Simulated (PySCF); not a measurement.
Molecule: gamma-butyrolactone, C4H6O2.

Molfile (atoms numbered from 1):
```
C4H6O2
     RDKit          3D

 12 12  0  0  0  0  0  0  0  0999 V2000
    2.2228   -1.3742    0.2072 O   0  0  0  0  0  0  0  0  0  0  0  0
    1.1763   -0.8221    0.0564 C   0  0  0  0  0  0  0  0  0  0  0  0
    0.8503    0.6525    0.2144 C   0  0  0  0  0  0  0  0  0  0  0  0
   -0.6649    0.6611    0.3307 C   0  0  0  0  0  0  0  0  0  0  0  0
   -1.0341   -0.5746   -0.4858 C   0  0  0  0  0  0  0  0  0  0  0  0
    0.0522   -1.4754   -0.3174 O   0  0  0  0  0  0  0  0  0  0  0  0
    1.2019    1.1677   -0.6964 H   0  0  0  0  0  0  0  0  0  0  0  0
    1.3991    1.0801    1.0630 H   0  0  0  0  0  0  0  0  0  0  0  0
   -0.9661    0.5235    1.3810 H   0  0  0  0  0  0  0  0  0  0  0  0
   -1.1458    1.5757   -0.0420 H   0  0  0  0  0  0  0  0  0  0  0  0
   -1.1394   -0.3378   -1.5593 H   0  0  0  0  0  0  0  0  0  0  0  0
   -1.9524   -1.0766   -0.1517 H   0  0  0  0  0  0  0  0  0  0  0  0
  1  2  2  0
  2  3  1  0
  3  4  1  0
  4  5  1  0
  5  6  1  0
  6  2  1  0
  3  7  1  0
  3  8  1  0
  4  9  1  0
  4 10  1  0
  5 11  1  0
  5 12  1  0
M  END
```

Geometry PBE0-D3(BJ)/def2-SVP throughout; GIAO in PySCF 2.14.0 with density-fitted response routines, gas phase, one conformer, non-relativistic; equivalent atoms averaged; functional PBE0.

For orientation, cc-pVTZ gives these shifts δ (against H2O, TMS at the same level): O1 415.8, O6 220.6, C2 176.1, C5 67.2, C3 29.2, C4 25.9, H11/H12 4.03, H7/H8 2.12, H9/H10 1.98 ppm.

A run gave: O1 413.9, O6 221.7, C2 177.3, C5 67.8, C3 29.3, C4 25.8, H11/H12 4.05, H7/H8 2.14, H9/H10 1.99 ppm (shifts δ (against H2O, TMS at the same level)).

Question: Which basis set was used in that run?
A. pcSseg-0
B. 6-31G
C. def2-TZVP
D. aug-cc-pVDZ
E. pcSseg-1

Answer: C. O1 tells them apart best: def2-TZVP gives 413.9, pcSseg-1 gives 431.9, 6-31G gives 407.6, aug-cc-pVDZ gives 384.8, pcSseg-0 gives 482.1 ppm.
